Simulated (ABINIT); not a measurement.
Here is an ABINIT 10.8.3 (patched build) calculation.

File run.py:

```python
import json, os
import numpy as np
from ase.eos import EquationOfState
from ase.units import GPa
from ase.calculators.mixing import SumCalculator
from dftd3.ase import DFTD3
from ase.calculators.abinit import Abinit, AbinitProfile
from ase import Atoms

atoms = Atoms(['Ta'],
              cell=[[-1.65128, 1.65128, 1.65128], [1.65128, -1.65128, 1.65128], [1.65128, 1.65128, -1.65128]],
              scaled_positions=[[0.0, 0.0, 0.0]],
              pbc=True)

profile = AbinitProfile(command='abinit', pp_paths=[os.path.abspath('pseudos')])
params = dict(
    pps='pawxml', xc='PBE',
    ecut=408.1708,
    pawecutdg=816.3416,
    kptopt=1,
    ngkpt=[11, 11, 11],
    nshiftk=1,
    shiftk=[0.0, 0.0, 0.0],
    ixc=-116133,
    nband=11,
    occopt=3,
    tsmear=0.05,
    nstep=100,
    tolvrs=1e-09,
    prtwf=0,
    prtden=0,
)

cell0 = atoms.cell.copy()
volumes, energies = [], []
for i, x in enumerate([0.94, 0.96, 0.98, 1.0, 1.02, 1.04, 1.06]):
    atoms.set_cell(cell0 * x ** (1 / 3), scale_atoms=True)
    atoms.calc = SumCalculator([Abinit(profile=profile, directory=f'v{i}', **params), DFTD3(method='pbesol', damping='d3bj')])
    volumes.append(atoms.get_volume() / len(atoms))
    dft, disp = atoms.calc.mixer.calcs
    energies.append((dft.get_property('free_energy', atoms) + disp.get_property('energy', atoms)) / len(atoms))
    print(f'{x:5.2f} {volumes[-1]:10.5f} A^3/atom {energies[-1]:14.6f} eV/atom', flush=True)
    json.dump(dict(volumes=volumes, energies=energies), open('results.json', 'w'))
v0, e0, b0 = EquationOfState(volumes, energies, eos='vinet').fit()
print(f'V0 {v0:.4f} A^3/atom  E0 {e0:.6f} eV/atom  B0 {b0 / GPa:.2f} GPa')
```

Potentials or basis: JTH PAW PBE v2.0.

Run with:

```sh
$ python run.py
```

(1) Estimate the equilibrium volume.

(2) What does it give for the bulk modulus?

## Answers

(1) 17.09 Å³/atom.

(2) 215 GPa.

Caveat: the cutoff is too short for stress, so the log's stress isn't used; pressures at fixed basis lie under the slope of the energies; the log and the count of SCF iterations are those of the last ABINIT call alone; the PAW data sets were made with another functional, which shifts forces and pressure a little.

**What was measured.**

From “Pressure effects on the electronic structure and superconductivity of (TaNb)0.67(HfZrTi)0.33 high entropy alloy”, 2019, arxiv:1910.08312, for a bulk crystal of Ta: bulk modulus 194 GPa.

A measured bulk modulus of Ta is 194 GPa (quoted in “Pressure effects on the electronic structure and superconductivity of (TaNb)0.67(HfZrTi)0.33 high entropy alloy”, 2019, arxiv:1910.08312); the calculated 215 GPa misses it by +10.6 %. The fit is for a static lattice scaled at fixed shape and fixed fractional positions.
